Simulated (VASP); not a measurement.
Crystal: AlP.

```
Al P
1.0
     0.00000    2.73570    2.73570
     2.73570    0.00000    2.73570
     2.73570    2.73570    0.00000
Al P
1 1
Direct
  0.00000 0.00000 0.00000
  0.25000 0.25000 0.25000
```

Base run:

| Quantity | Value |
| --- | --- |
| Program | VASP 6.6.1 |
| Functional | PBEsol |
| Potentials or basis | VASP PAW PBE potentials, release 64 (Al, P) |
| Cutoff | 520 eV |
| k mesh | 8 × 8 × 8 |
| Occupations | gaussian, width 0.03 eV |
| Spin | no spin polarisation |

Its results: band gap on the k mesh 1.45 eV, indirect (least direct gap 3.15 eV); pressure 0.0 GPa.

The run is repeated on the same cell with these changes: functional from PBEsol to r2SCAN. What comes out?

Band gap on the k mesh 1.92 eV, indirect (least direct gap 3.95 eV); pressure 0.1 GPa.

r2SCAN gives the wider gap, since meta-GGAs in the generalised Kohn-Sham scheme recover part of the derivative discontinuity.

Caveats: the PAW data sets were made with another functional, which shifts forces and pressure a little.
